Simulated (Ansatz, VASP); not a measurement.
## Ta in VASP and in Ansatz

INCAR

```
SYSTEM = Ta
ALGO     = Normal         ! electronic algorithm
EDIFF    = 1E-7           ! SCF threshold, eV
ENCUT    = 520            ! plane-wave cutoff, eV
GGA      = PE             ! functional
ISIF     = 2              ! what is computed and relaxed
ISMEAR   = -1             ! smearing method
LASPH    = .TRUE.         ! aspherical terms in the spheres
LCHARG   = .FALSE.        ! write CHGCAR
LREAL    = .FALSE.        ! projectors in reciprocal space
LWAVE    = .FALSE.        ! write WAVECAR
NBANDS   = 12             ! bands
NELM     = 60             ! most SCF steps
PREC     = Accurate       ! precision mode
SIGMA    = 0.05           ! smearing width, eV
```

File KPOINTS:

```
k-points
0
G
  17 17 16
  0 0 0
```

The input POSCAR:

```
Ta
1.0
    2.5647338731      0.0000000000      0.0000000000
   -1.2823669366      2.2211246881      0.0000000000
    0.0000000000      0.0000000000      2.4298766684
Ta
1
Direct
    0.0000000000      0.0000000000      0.0000000000
```

Input for Ansatz:

```yaml
crystal:
  lattice:
    - [2.5647338731, 0.0, 0.0]
    - [-1.2823669366, 2.2211246881, 0.0]
    - [0.0, 0.0, 2.4298766684]
  atoms:
    - { symbol: Ta, position: [0.0, 0.0, 0.0] }
kpoints:
  mp_grid: { grid: [17, 17, 16] }
scf:
  occupations: { method: fermi_dirac, width: 0.05 }
hamiltonian:
  xc: pbe
  pseudopotentials: { kind: all_electron, lapw: { basis_error: 0.001 } }
output:
  forces: true
  stress: true
  eigenvalues: true
  populations: true
```

Change from the starting cell: volume scaled by 0.7, LAPW.

Alike in both runs: task single point; functional PBE; k mesh 17 × 17 × 16; occupations fermi-dirac, width 0.05 eV; no spin polarisation.

|  | VASP | Ansatz |
| --- | --- | --- |
| version | VASP 6.6.1 | Ansatz 0.2.0 |
| potentials or method | VASP PAW PBE potentials, release 64 (Ta_pv) | all-electron LAPW, scalar-relativistic |
| plane-wave cutoff (eV) | 520 | see its input |

|  | VASP | Ansatz | Ansatz less VASP |
| --- | --- | --- | --- |
| pressure (GPa) | 114.9 | 111.9 | -2.96 |
| largest component of the traceless stress (GPa) | 0.22 | 0.05 | -0.164 |

Ansatz ran all-electron here, so the differences hold the error of VASP's frozen core and of both bases.

Caveats: the cell as given lies far from equilibrium; so large a pressure means that the cell lies far from this level's equilibrium, or that cutoff or potentials fall short (VASP). Spin-orbit coupling is left out, which matters for the levels of Ta.
